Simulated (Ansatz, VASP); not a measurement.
**KF in VASP and in Ansatz**

```
CELL_PARAMETERS angstrom
3.25895 0.00000 0.00000
0.00000 3.25895 0.00000
0.00000 0.00000 3.25895
ATOMIC_POSITIONS crystal
K 0.00000 0.00000 0.00000
F 0.55696 0.44304 0.50000
```

Change from the starting cell: all F atoms moved +0.263 Å, as atom 2 along Cartesian [1 -1 0].

Alike in both runs: task single point; functional PBE; k mesh 8 × 8 × 8; occupations gaussian, width 0.05 eV; no spin polarisation.

|  | VASP | Ansatz |
| --- | --- | --- |
| version | VASP 6.6.1 | Ansatz 0.2.0 |
| potentials or method | VASP PAW PBE potentials, release 64 (K_sv, F) | scalar-relativistic, plane waves, PAW |
| plane-wave cutoff (eV) | 520 | 420 |
| valence electrons in the cell | 16 | 16 |

Ansatz gave:

| Property | Result |
| --- | --- |
| gap on the k mesh at the Fermi level (eV) | 6.30 |
| least direct gap on the mesh (eV) | 6.33 |
| pressure (GPa) | 0.9 |
| largest component of the traceless stress (GPa) | 0.81 |
| rms of the force components (eV/Å) | 0.141 |

Question: What did VASP give for the same quantities?

Answer: gap on the k mesh at the Fermi level (eV): 6.28; least direct gap on the mesh (eV): 6.32; pressure (GPa): 0.9; largest component of the traceless stress (GPa): 0.84; rms of the force components (eV/Å): 0.149.

Atom by atom the forces differ by 0.008 eV/Å (rms over components).

A k mesh can miss the band edges.
